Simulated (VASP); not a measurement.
# A slab model of the (0 0 1) face of NbAs, part 5 of 5

Aim: model the (0 0 1) face of NbAs by a slab and find how far its highest filled level lies below the vacuum. The start is a cell from a database of measured crystal structures.

VASP 6.6.1, plane waves and PAW; the level of theory is named at each step.

So far. Step 4 (Vacuum level and density of states): The vacuum level lies 3.93 eV above the Fermi level at the upper face; the two faces differ by 1.07 eV, the step that the slab's dipole of -0.070 e·Å makes. Step 7 (The slab in a field, field -0.1): Energy at zero smearing: -65.58574 eV.

## 8. The slab in a field, field 0.1

Level of this step: PBE with D3(BJ); plane waves and PAW (As, Nb_pv) (VASP).

INCAR

```
SYSTEM = NbAs
PREC = Normal
ENCUT = 300
EDIFF = 1E-06
NELM = 120
ISMEAR = 0
SIGMA = 0.05
LREAL = .FALSE.
ALGO = Fast
GGA = PE
IVDW = 12
NBANDS = 40
LASPH = .TRUE.
LORBIT = 11
LWAVE = .FALSE.
LCHARG = .FALSE.
KPAR = 2
IDIPOL = 3
LDIPOL = .TRUE.
DIPOL = 0.5 0.5 0.5
EFIELD = 0.1
LVHAR = .TRUE.
```

POSCAR

```
NbAs
1.0
    3.4517000000      0.0000000000      0.0000000000
    0.0000000000      3.4517000000      0.0000000000
    0.0000000000      0.0000000000     24.7411200000
As Nb
4 4
Direct
    0.0000000000      0.0000000000      0.3031390700
    0.5000000000      0.0000000000      0.4211612100
    0.5000000000      0.5000000000      0.5395885893
    0.0000000000      0.5000000000      0.6585313029
    0.5000000000      0.5000000000      0.3427945100
    0.0000000000      0.5000000000      0.4608166500
    0.0000000000      0.0000000000      0.5784624301
    0.5000000000      0.0000000000      0.6918463089
```

KPOINTS

```
Automatic mesh
0
Gamma
8 8 1
0 0 0
```

The projector-augmented-wave data sets are As and Nb_pv (PBE family, release 64).

Launch:

```console
> mpirun -np 2 vasp_std
```

Log:

```text
[... set-up lines as in an earlier step ...]
 entering main loop
       N       E                     dE             d eps       ncg     rms          rms(c)
DAV:   1     0.459172166340E+03    0.45917E+03   -0.24379E+04  2480   0.944E+02
DAV:   2    -0.297100826478E+02   -0.48888E+03   -0.47281E+03  2752   0.479E+02
DAV:   3    -0.648899444198E+02   -0.35180E+02   -0.34138E+02  3056   0.116E+02
DAV:   4    -0.661366406274E+02   -0.12467E+01   -0.12262E+01  3104   0.221E+01
DAV:   5    -0.661823172966E+02   -0.45677E-01   -0.45193E-01  3248   0.435E+00    0.384E+01
RMM:   6    -0.647923879777E+02    0.13899E+01   -0.21899E+01  2831   0.235E+01    0.135E+01
RMM:   7    -0.182806060087E+03   -0.11801E+03   -0.13519E+02  3275   0.459E+01    0.302E+01
RMM:   8    -0.806749295351E+02    0.10213E+03   -0.14013E+01  2738   0.327E+01    0.147E+01
RMM:   9    -0.644622940138E+02    0.16213E+02   -0.13896E+01  2958   0.132E+01    0.107E+01
RMM:  10    -0.621993549741E+02    0.22629E+01   -0.21840E+00  2566   0.954E+00    0.669E+00
RMM:  11    -0.614905607544E+02    0.70879E+00   -0.20879E+00  2924   0.488E+00    0.275E+00
RMM:  12    -0.614797512582E+02    0.10809E-01   -0.52525E-01  3059   0.273E+00    0.162E+00
RMM:  13    -0.615033948002E+02   -0.23644E-01   -0.16263E-01  3051   0.133E+00    0.101E+00
RMM:  14    -0.614928662721E+02    0.10529E-01   -0.69953E-02  3127   0.830E-01    0.545E-01
RMM:  15    -0.614950598835E+02   -0.21936E-02   -0.20755E-02  3008   0.506E-01    0.402E-01
RMM:  16    -0.614892897628E+02    0.57701E-02   -0.17003E-02  3124   0.346E-01    0.218E-01
RMM:  17    -0.614896499751E+02   -0.36021E-03   -0.82747E-03  3098   0.242E-01    0.188E-01
RMM:  18    -0.614891959688E+02    0.45401E-03   -0.42389E-03  3073   0.179E-01    0.110E-01
RMM:  19    -0.614891219808E+02    0.73988E-04   -0.22097E-03  3077   0.122E-01    0.529E-02
RMM:  20    -0.614893474914E+02   -0.22551E-03   -0.96936E-04  2974   0.967E-02    0.686E-02
RMM:  21    -0.614892959074E+02    0.51584E-04   -0.80363E-04  2926   0.831E-02    0.440E-02
RMM:  22    -0.614892652104E+02    0.30697E-04   -0.34882E-04  2863   0.530E-02    0.210E-02
RMM:  23    -0.614892928066E+02   -0.27596E-04   -0.24776E-04  2731   0.348E-02    0.128E-02
RMM:  24    -0.614893408220E+02   -0.48015E-04   -0.12938E-04  2808   0.316E-02    0.224E-02
RMM:  25    -0.614893790490E+02   -0.38227E-04   -0.87890E-05  2396   0.188E-02    0.205E-02
RMM:  26    -0.614893901944E+02   -0.11145E-04   -0.36282E-05  2074   0.165E-02    0.122E-02
RMM:  27    -0.614894168529E+02   -0.26658E-04   -0.37164E-05  2465   0.161E-02    0.507E-03
RMM:  28    -0.614894336413E+02   -0.16788E-04   -0.18215E-05  2122   0.131E-02    0.348E-03
RMM:  29    -0.614894489646E+02   -0.15323E-04   -0.11462E-05  1918   0.976E-03    0.536E-03
RMM:  30    -0.614894597158E+02   -0.10751E-04   -0.64331E-06  1827   0.739E-03    0.565E-03
RMM:  31    -0.614894658877E+02   -0.61719E-05   -0.38304E-06  1699   0.520E-03    0.448E-03
RMM:  32    -0.614894688212E+02   -0.29335E-05   -0.24107E-06  1686   0.534E-03    0.290E-03
RMM:  33    -0.614894690295E+02   -0.20832E-06   -0.15253E-06  1505   0.484E-03
   1 F= -.65575717E+02 E0= -.65571632E+02  d E =-.816855E-02
```

It took 60 s on 2 MPI ranks of AMD EPYC 9R45, shared host; peak memory 0.44 GiB; 2 min of CPU time.

Parts of OUTCAR (step 8):

```text
   NELECT =      64.0000    total number of electrons

 dipolmoment           0.000000      0.000000      0.018687 electrons x Angstroem

 E-fermi :   0.6452

 k-point     1 :       0.0000    0.0000    0.0000
  band No.  band energies     occupation
    ...
     29      -0.2986      2.00000
     30      -0.2469      2.00000
     31       0.4427      2.00000
     32       0.4702      2.00000
     33       0.6315      1.30172
     34       1.4534      0.00000
     35       1.6396      0.00000
     36       1.8546      0.00000
     37       2.0203      0.00000
     38       2.7185      0.00000
    ...

 Edisp (eV)   -4.08625

  Total      -3.20915    -2.14654    -0.22996     0.00000     0.00000     0.00000
  in kB     -17.44274   -11.66712    -1.24992     0.00000     0.00000     0.00000
  external pressure =      -10.12 kB  Pullay stress =        0.00 kB

 POSITION                                       TOTAL-FORCE (eV/Angst)
 -----------------------------------------------------------------------------------
      0.00000      0.00000      7.50000         0.000000      0.000000     -0.066619
      1.72585      0.00000     10.42000         0.000000      0.000000      0.288352
      1.72585      1.72585     13.35003         0.000000      0.000000      0.005995
      0.00000      1.72585     16.29280         0.000000      0.000000     -0.027906
      1.72585      1.72585      8.48112         0.000000      0.000000     -0.151765
      0.00000      1.72585     11.40112         0.000000      0.000000     -0.017177
      0.00000      0.00000     14.31181         0.000000      0.000000     -0.009700
      1.72585      0.00000     17.11705         0.000000      0.000000     -0.021181
 -----------------------------------------------------------------------------------
    total drift:                                0.000000      0.000000      0.001436

  FREE ENERGIE OF THE ION-ELECTRON SYSTEM (eV)
  ---------------------------------------------------
  free  energy   TOTEN  =       -65.5757166157 eV

  energy  without entropy=      -65.5675480630  energy(sigma->0) =      -65.57163234

 vacuum level on the upper side and lower side of the slab         4.113         6.211

[... 8 parts as in an earlier step ...]

[... 9 further parts left out ...]
```

Numbers from this step:

```
electronic cycles       : 33
free energy (TOTEN)     : -65.5757 eV
energy at zero smearing : -65.5716 eV
Fermi energy            : 0.6452 eV
dipole moment           : 0, 0, 0.01869 e·Å
```

The planar average of the electrostatic potential oscillates, so the rows of the table below give means over windows of 2.98 Å about each position, cut where the curve ends. Its maxima inside the range that stand out by 2 % of the span (Å: eV): 0.5: 5.57, 9.5: -1.17, 12.4: -1.11, 15.3: -0.967. Its minima: 7.8: -11.3, 10.8: -11.5, 13.7: -11.6, 16.6: -12.5.

Zero at the Fermi level. Table of planar average of the electrostatic potential by height; means over each step:

| height (Å) | planar average of the electrostatic potential (eV) |
| --- | --- |
| 1.49 | 5.40 |
| 4.47 | 5.10 |
| 7.45 | -4.67 |
| 10.43 | -6.20 |
| 13.41 | -6.20 |
| 16.39 | -6.40 |
| 19.37 | 2.85 |
| 22.35 | 3.66 |

Force by atom:

| atom | x (eV/Å) | y (eV/Å) | z (eV/Å) | size |
| --- | --- | --- | --- | --- |
| As1 | 0.000 | 0.000 | -0.067 | 0.067 |
| As2 | 0.000 | 0.000 | 0.288 | 0.288 |
| As3 | 0.000 | 0.000 | 0.006 | 0.006 |
| As4 | 0.000 | 0.000 | -0.028 | 0.028 |
| Nb5 | 0.000 | 0.000 | -0.152 | 0.152 |
| Nb6 | 0.000 | 0.000 | -0.017 | 0.017 |
| Nb7 | 0.000 | 0.000 | -0.010 | 0.010 |
| Nb8 | 0.000 | 0.000 | -0.021 | 0.021 |

Energy at zero smearing: -65.57163 eV.

## 9. The slab in a field, field 0.2

INCAR, as its differences from that of step 8:

```diff
@@ -20,3 +20,3 @@
 DIPOL = 0.5 0.5 0.5
-EFIELD = 0.1
+EFIELD = 0.2
 LVHAR = .TRUE.
```

POSCAR is that of step 8.

KPOINTS is that of step 8.

Launch:

```console
> mpirun -np 2 vasp_std
```

Log:

```text
[... set-up lines as in an earlier step ...]
 entering main loop
       N       E                     dE             d eps       ncg     rms          rms(c)
DAV:   1     0.458120461797E+03    0.45812E+03   -0.24402E+04  2480   0.944E+02
DAV:   2    -0.297580542635E+02   -0.48788E+03   -0.47175E+03  2744   0.479E+02
DAV:   3    -0.649435499513E+02   -0.35185E+02   -0.34069E+02  3032   0.116E+02
DAV:   4    -0.663117963082E+02   -0.13682E+01   -0.13373E+01  3072   0.228E+01
[...]
RMM:  32    -0.614957822188E+02   -0.15645E-05   -0.54607E-06  1552   0.459E-03    0.982E-04
RMM:  33    -0.614957836996E+02   -0.14808E-05   -0.36675E-06  1511   0.418E-03    0.795E-04
RMM:  34    -0.614957845263E+02   -0.82675E-06   -0.22630E-06  1356   0.403E-03
   1 F= -.65582032E+02 E0= -.65577953E+02  d E =-.815881E-02
```

It took 63 s on 2 MPI ranks; peak memory 0.44 GiB.

From OUTCAR (step 9):

```text
 Edisp (eV)   -4.08625

  Total      -3.22559    -2.17538    -0.22090     0.00000     0.00000     0.00000
  in kB     -17.53214   -11.82388    -1.20066     0.00000     0.00000     0.00000
  external pressure =      -10.19 kB  Pullay stress =        0.00 kB

 POSITION                                       TOTAL-FORCE (eV/Angst)
 -----------------------------------------------------------------------------------
      0.00000      0.00000      7.50000         0.000000      0.000000     -0.062533
      1.72585      0.00000     10.42000         0.000000      0.000000      0.288584
      1.72585      1.72585     13.35003         0.000000      0.000000      0.006364
      0.00000      1.72585     16.29280         0.000000      0.000000     -0.032844
      1.72585      1.72585      8.48112         0.000000      0.000000     -0.159729
      0.00000      1.72585     11.40112         0.000000      0.000000     -0.014558
      0.00000      0.00000     14.31181         0.000000      0.000000     -0.011430
      1.72585      0.00000     17.11705         0.000000      0.000000     -0.013855
 -----------------------------------------------------------------------------------
    total drift:                                0.000000      0.000000      0.001029

  FREE ENERGIE OF THE ION-ELECTRON SYSTEM (eV)
  ---------------------------------------------------
  free  energy   TOTEN  =       -65.5820321126 eV

  energy  without entropy=      -65.5738732982  energy(sigma->0) =      -65.57795271

[... 2 parts as in an earlier step ...]

[... 1 further part left out ...]
[key lines of the parts left out:]
E-fermi :   0.6153
```

Zero at the Fermi level. The planar average of the electrostatic potential by height:

height (Å), planar average of the electrostatic potential (eV) and a bar from the least value:
```
      0.0        4.6 ###########################
      0.5        6.1 ##############################
      1.0        6.0 ##############################
      1.5        5.9 ##############################
      2.0        5.8 ##############################
      2.5        5.7 #############################
      3.0        5.6 #############################
      3.5        5.5 #############################
      4.0        5.4 #############################
      4.5        5.3 #############################
      5.0        5.2 ############################
      5.5        5.0 ############################
      6.0        4.4 ###########################
      6.5        2.4 ########################
      7.0       -4.9 ############
      7.5       -9.7 ####
      8.0      -10.7 ##
      8.5       -6.1 ##########
      9.0       -3.2 ###############
      9.5       -1.2 ##################
     10.0       -6.5 #########
     10.5      -10.3 ###
     11.0      -10.3 ###
     11.5       -5.9 ##########
     12.0       -2.7 ###############
     12.5       -1.4 ##################
     13.0       -7.2 ########
     13.5      -10.9 ##
     14.0       -9.6 ####
     14.5       -5.4 ###########
     15.0       -2.2 ################
     15.5       -1.8 #################
     16.0       -8.4 ######
     16.5      -12.2 
     17.0       -9.3 #####
     17.5       -4.6 ############
     18.0       -0.9 ##################
     18.5        2.1 #######################
     19.0        3.3 #########################
     19.5        3.7 ##########################
     20.0        3.8 ##########################
     20.5        3.7 ##########################
     21.0        3.7 ##########################
     21.5        3.6 ##########################
     22.0        3.5 ##########################
     22.5        3.4 #########################
     23.0        3.3 #########################
     23.5        3.2 #########################
     24.0        3.1 #########################
     24.5        3.4 ##########################
```

Energy at zero smearing: -65.57795 eV.

## 10. Comparing the runs

Times are for 2 MPI ranks of AMD EPYC 9R45, shared host. The runs compared:

| no. | field | electronic cycles | time | memory (GiB) |
| --- | --- | --- | --- | --- |
| 1 | -0.1 | 37 | 68 s | 0.43 |
| 2 | 0.1 | 33 | 60 s | 0.44 |
| 3 | 0.2 | 34 | 63 s | 0.44 |

The planar average of the electrostatic potential (-0.1) oscillates, so the rows of the table below give means over windows of 1 Å about each position, cut where the curve ends. Its maxima inside the range that stand out by 2 % of the span (Å: eV): 4.9: 4.83, 9.5: -1.18, 12.4: -1.11, 15.3: -0.967. Its minima: 7.8: -11.3, 10.8: -11.5, 13.7: -11.6, 16.6: -12.5.

The runs together. Table of planar average of the electrostatic potential by height; means over each step:

| height (Å) | -0.1 (eV) | 0.1 (eV) | 0.2 (eV) |
| --- | --- | --- | --- |
| 0 | 4.41 | 5.22 | 5.62 |
| 1 | 4.48 | 5.51 | 6.03 |
| 2 | 4.58 | 5.41 | 5.83 |
| 3 | 4.68 | 5.31 | 5.63 |
| 4 | 4.77 | 5.21 | 5.43 |
| 5 | 4.82 | 5.06 | 5.19 |
| 6 | 4.04 | 4.12 | 4.16 |
| 7 | -4.21 | -4.20 | -4.19 |
| 8 | -9.53 | -9.53 | -9.53 |
| 9 | -3.31 | -3.31 | -3.31 |
| 10 | -6.00 | -6.00 | -6.00 |
| 11 | -9.39 | -9.39 | -9.38 |
| 12 | -3.00 | -3.00 | -3.00 |
| 13 | -6.66 | -6.66 | -6.66 |
| 14 | -9.10 | -9.10 | -9.10 |
| 15 | -2.63 | -2.63 | -2.62 |
| 16 | -7.76 | -7.76 | -7.76 |
| 17 | -9.09 | -9.10 | -9.10 |
| 18 | -1.05 | -1.02 | -1.01 |
| 19 | 3.12 | 3.14 | 3.16 |
| 20 | 3.88 | 3.78 | 3.74 |
| 21 | 4.06 | 3.78 | 3.65 |
| 22 | 4.17 | 3.69 | 3.47 |
| 23 | 4.27 | 3.60 | 3.27 |
| 24 | 4.37 | 3.52 | 3.11 |

## 11. Putting the energies together

This step: slab, PBE + D3(BJ); plane waves and PAW (VASP 6.6.1).

Derived from the runs above.

Numbers from this step:

* surface energy, as cut: 2.662 J/m²
* relaxation gain: 0.09859 J/m²
* surface energy, relaxed: 2.564 J/m²
* polarisability per area of the slab or monolayer: 1.073 Å

VASP counts both for electrons: a positive EFIELD is a field along -c, and a positive dipole, in electrons times A, points along -c. Field, by row:

| EFIELD (eV/Å) | dipole along z (e Å) | energy change (eV) |
| --- | --- | --- |
| -0.1 | -0.1587 | -0.0115 |
| 0 | -0.07007 | 0 |
| 0.1 | 0.01869 | 0.002608 |
| 0.2 | 0.1078 | -0.003712 |

The surface energy as cut is the slab's energy at the first step, less 8 times the bulk energy an atom (-8.6826 eV), over twice the area of 11.91 Å².

The polarisability is the slope of the dipole against the field, as a volume for each unit of area.

## 12. Results

- surface energy, relaxed: 2.56 J/m²
- surface energy, as cut: 2.66 J/m²
- work function of the slab: 3.93 eV
- polarisability per area of the slab or monolayer: 1.07 Å

In words: The work function is 3.93 eV at the upper face and 4.99 eV at the lower, which was held as cut. The surface costs 2.56 J/m²; for a metal this figure can move by about 0.1 J/m² with the k mesh. Relaxing the upper layers lowers the surface energy from 2.66 to 2.56 J/m². The value as cut is the mean over both faces, and the gain of the relaxation is booked to the faces that were free. The atom that ends on top (Nb) moved inwards by 0.12 Å. The two faces are unlike, so this surface energy mixes both and is that of neither alone. The cell in the plane was kept as given and was not relaxed here.

[Lines on the potential files, build, host, timing and source positions are cut from VASP's logs without a mark.]

[Logs are printed without paths, hosts, clocks, repeated set-up lines and the standing remarks that a program may print on its own settings, such as how far it seeks lower states.]

[Hosts, paths, dates, database ids (printed as entryN), source tags and the programs' standing remarks are cut or masked in the printed files.]

[In band tables of VASP the shares of atoms and orbitals are scaled to a sum of 1 inside the atoms' spheres.]

[Runs that stopped without an error message from VASP are left out.]
